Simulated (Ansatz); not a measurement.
Theory: Ansatz 0.2.0, DFT PBE+D3(BJ), scalar-relativistic, plane waves, PAW. Settings: cutoff 420 eV, Γ-centred meshes spaced at most about 0.3 Å⁻¹, and about 0.25 Å⁻¹ or finer for metals (2π included), Gaussian smearing. No spin polarisation in the final relaxations.

These are static total energies at zero pressure.

Two forms of H2Se were relaxed alike.

1.

```
H Se
1.0
     1.85900   -1.86335    0.00000
     1.85900    1.86335    0.00000
     0.00000    0.00000    6.12475
H Se
2 1
Direct
  0.10091 0.10091 0.50000
  0.89909 0.89909 0.50000
  0.50000 0.50000 0.00000
```

2.

```
H Se
1.0
     3.38371    0.00000    0.00000
     0.00000    3.38371    0.00000
     0.00000    0.00000    4.10118
H Se
2 1
Direct
  0.00000 0.50000 0.69853
  0.50000 0.00000 0.69853
  0.50000 0.50000 0.81960
```

Task: Which form is favoured at zero pressure, and by what margin per atom?

Result: Cell 1 is lower, by 213 meV/atom. Cell 1 has space group Cmmm (No. 65), 14.1 Å³/atom and no gap on its mesh; cell 2 has space group P4mm (No. 99), 15.7 Å³/atom and no gap. Counting Se atoms around H (those within 1.25 times the shortest such distance or 1.15 times the sum of covalent radii, 1.27 where that leaves under three; the shortest distance is added where it exceeds 1.18 times the sum of covalent radii), cell 1 has H 8 from 3.4 Å and cell 2 has H 2. Cell 1 holds H–H pairs as short as in free H₂ molecules (shortest 0.75 Å) and Se–Se nets (shortest 2.63 Å); in cell 2 the shortest H–H distance is 2.39 Å and the shortest Se–Se distance is 3.38 Å. Even the lower one lies +0.09 eV/atom against the reference forms of the elements (uncorrected), a margin that errors in the energy of the gaseous reference can exceed. Both come from invented guesses. The part of the Crystallography Open Database at hand lists H2Se in space group No. 225, which no cell shown has.

With hydrogen, zero-point motion can shift such differences by 10 meV/atom or more. Cells relaxed within their symmetry can be saddle points.
